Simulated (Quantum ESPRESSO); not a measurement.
**Moving the starting magnetic order in CoO**

The structure is trigonal, space group R-3m (No. 166). Conventional cell: a = 3.011 Å, b = 3.011 Å, c = 7.320 Å, α = 90.00°, β = 90.00°, γ = 120.00°. Co (site symmetry -3m) has 6 O at 2.12 Å as nearest neighbours. Around O (site symmetry -3m) lie 6 Co at 2.12 Å.

The cell is a database's computed one, not the measured one.

Kept alike: task single point; functional PBEsol; k mesh 9 × 9 × 9; occupations fermi-dirac, width 0.05 eV. Program: Quantum ESPRESSO, GBRV 1.5 PBEsol, cutoff 762 eV. The mesh is that of the run's cell of 2 atoms. No spin-orbit coupling.

```csv
starting magnetic order,largest site moment (μB),moment of the cell (μB),free energy over the lowest row (meV/atom)
afm,2.54,2.99,0.00
ferri,2.54,2.99,0.00
fm,2.54,2.99,0.00
no spin,0.00,0.00,247.31
random,2.54,2.99,0.00
```

For a metal such a mesh leaves the last digits unconverged. Runs of this series that gave no sound value for these columns are left out. Moments of the cell are magnitudes, and a label names the start alone. The runs hold the magnetic state that their start led to, which needn't be the lowest. The row without spin has no moments by construction. Site moments count inside each atom's sphere or projector.

The largest site moment runs from 0.00 (no spin) to 2.54 μB (afm; ferri; fm; random). The moment of the cell runs from 0.00 (no spin) to 2.99 μB (afm; ferri; fm; random). The free energy is lowest at afm; ferri; fm; random, and 247.31 meV an atom higher at no spin. Starts that end at one energy have found one state: afm; ferri; fm; random.
